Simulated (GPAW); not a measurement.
Runs of GPAW 26.7.0 on W. The structure is cubic, space group Im-3m (No. 229). Conventional cell: a = 3.165 Å, b = 3.165 Å, c = 3.165 Å, α = 90.00°, β = 90.00°, γ = 90.00°. Around W (site symmetry m-3m) lie 8 W at 2.74 Å. 

```tsv
task	level	potentials or basis	spin	U	cell	k mesh	smearing	band path	band points	spin axis theta (degrees)	spin axis phi (degrees)	optimizer	gap on the mesh (eV)	pressure (GPa)	V0 of scaled cells (Å³/atom)	B0 (GPa)
band structure	r2SCAN	GPAW PAW data sets (gpaw-data 1.2.1), pw	SOC, no magnetisation	-	as given	9 × 9 × 9	fermi-dirac 0.05 eV	GHNGPH,PN	60	90	45	-	-	2.5	-	-
relaxation of cell and atoms	PBE+D3(BJ)	GPAW PAW data sets (gpaw-data 1.2.1), pw	off	-	relaxed to 2 GPa	12 × 12 × 12	fermi-dirac 0.05 eV	-	-	-	-	LBFGS	none	2.0	-	-
equation of state	PBE+U	GPAW PAW data sets (gpaw-data 1.2.1), pw	off	W d U = 2 eV	as given	12 × 12 × 12	fermi-dirac 0.05 eV	-	-	-	-	-	-	-	(a)	292
single point	PBE	GPAW PAW data sets (gpaw-data 1.2.1), pw	off	-	as given	12 × 12 × 12	gaussian 0.018 eV	-	-	-	-	-	none	5.8	-	-
equation of state	PBE+D4	GPAW PAW data sets (gpaw-data 1.2.1), pw	off	-	as given	12 × 12 × 12	fermi-dirac 0.05 eV	-	-	-	-	-	-	-	(b)	316
band structure	PW91	PAW data sets generated in the run's folder for this functional, pw	SOC, no magnetisation	-	as given	12 × 12 × 12	fermi-dirac 0.05 eV	GHNGPH,PN	80	90	45	-	-	5.4	-	-
single point	PBE	GPAW PAW data sets (gpaw-data 1.2.1), pw	off	-	as given	12 × 12 × 12	gaussian 0.02 eV	-	-	-	-	-	none	5.8	-	-
single point	PBE	GPAW PAW data sets (gpaw-data 1.2.1), pw	off	-	as given	12 × 12 × 12	gaussian 0.021 eV	-	-	-	-	-	none	5.8	-	-
```

Alike in all rows: cutoff (eV) 600.

Fill in the values left out.

(a) 16.30; (b) 15.79.

Caveats: spin-orbit coupling was added after a scalar SCF, so levels and gaps hold it while energy, forces, pressure and moments don't (some runs); this program's spin-orbit splittings come out too wide for heavy elements (some runs); the PAW data sets were made with another functional, which shifts forces and pressure a little (some runs); later steps reuse the first step's grids (some runs); pairwise dispersion overbinds metals, which lowers pressure and volume (some runs); the U is typed as a test and isn't derived for this compound (some runs).

A k mesh can miss the band edges, and rows without SOC leave out spin-orbit coupling on W.

A gap of «none» marks a metal or a gap under the smearing width.
